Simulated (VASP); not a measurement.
Here is a VASP 6.6.1 calculation.

File INCAR:

```
SYSTEM = AlAs
PREC     = Accurate       ! precision mode
ENCUT    = 520            ! plane-wave cutoff, eV
EDIFF    = 1E-7           ! SCF threshold, eV
ISMEAR   = 0              ! smearing method
SIGMA    = 0.02           ! smearing width, eV
LREAL    = .FALSE.        ! projectors in reciprocal space
LASPH    = .TRUE.         ! aspherical terms in the spheres
NELM     = 80             ! most SCF steps
ALGO     = Normal         ! electronic algorithm
ISIF     = 3              ! what is computed and relaxed
LWAVE    = .FALSE.        ! write WAVECAR
LCHARG   = .FALSE.        ! write CHGCAR
GGA      = PE             ! functional
IBRION   = 2              ! ionic algorithm
NSW      = 80             ! ionic steps
EDIFFG   = -0.002         ! ionic threshold
```

KPOINTS

```
Automatic mesh
0
G
  2 2 2
  0 0 0
```

Contents of POSCAR:

```
AlAs                                    
1.0
    0.0000000000      2.9312054247      2.9312054247
    2.9312054247     -0.0000000000      2.9312054247
    2.9312054247      2.9312054247     -0.0000000000
  Al              As            
     1     1
Direct
     0.0000000000000000    1.0000000000000000    0.0000000000000000
     0.2500000000000000    0.2500000000000000    0.2500000000000000
```

Potentials or basis: VASP PAW PBE potentials, release 64 (Al, As).

Command:

```bash
$ cat potpaw_PBE.64/Al/POTCAR potpaw_PBE.64/As/POTCAR > POTCAR
$ mpirun -np 1 vasp_std > vasp.out
```

**Question.** What does it give for the band gap on the k mesh?

**Answer.** 1.20 eV, direct.

Final structure:
```
Al As
1.0
     0.00000    2.93121    2.93121
     2.93121    0.00000    2.93121
     2.93121    2.93121    0.00000
Al As
1 1
Direct
  0.00000 0.00000 0.00000
  0.25000 0.25000 0.25000
```

Caveat: the k mesh is coarse (spacing up to 0.93 Å⁻¹), so the values aren't converged; the relaxation stopped at its first step, so nothing moved. A k mesh can miss the band edges.
